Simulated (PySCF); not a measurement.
C4H9N.
Atom-mapped SMILES: `[CH2:1]1[CH2:2][CH2:3][NH:4][CH2:5]1` (hydrogens: H6, H7 on C1; H8, H9 on C2; H10, H11 on C3; H12 on N4; H13, H14 on C5)

Method: PySCF, PBE0-D3(BJ)/def2-TZVP geometry optimisation, gas phase.

Task: What internal coordinates does the optimisation give?

Result: 
```tsv
bond	length (Å)	order
C1–C2	1.540	single
C2–C3	1.534	single
C3–N4, N4–C5	1.458	single
C1–C5	1.545	single
C1–H6 and 3 like bonds	1.092	single
C3–H10 and 3 like bonds	1.093	single
N4–H12	1.014	single
```

Bonds in one row agree within 0.01 Å and their mean is given. Orders are formal, as drawn. A selection of angles:
```tsv
angle	degrees
C2–C1–C5	104.3
C2–C1–H6	111.1
C5–C1–H6	111.3
H6–C1–H7	106.9
C1–C2–H9	112.8
C3–C2–H8	109.9
C3–C2–H9	112.7
C2–C3–N4	106.4
C2–C3–H10	110.1
C2–C3–H11	113.7
N4–C3–H10	108.2
N4–C3–H11	110.9
H10–C3–H11	107.4
C3–N4–C5	104.0
C3–N4–H12	108.7
C1–C5–N4	107.4
```

Dihedral angles: C5–C1–C2–C3 8° (synperiplanar); C1–C2–C3–N4 -29° (synperiplanar); C2–C3–N4–C5 39° (synclinal); C3–N4–C5–C1 -33° (synclinal); C2–C1–C5–N4 15° (synperiplanar). The mirror-image conformer, all signs reversed, is as good.

The 5-membered ring C1–C2–C3–N4–C5 has internal angles of 103.8° to 107.4°; it is puckered, 0.16 Å rms from its mean plane, widest ring torsion 39°. N4 (secondary amine nitrogen) is pyramidal (angles 109.0°, 108.7° and 104.0°, sum 321.7°, 0.46 Å off the plane of its three neighbours).

Point group: near Cs, missed by 0.30 Å at most; the miss may be what the optimiser left on a soft mode. Not checked by PBE0-D3(BJ)/def2-TZVP frequencies. The numbers are those of one conformer.
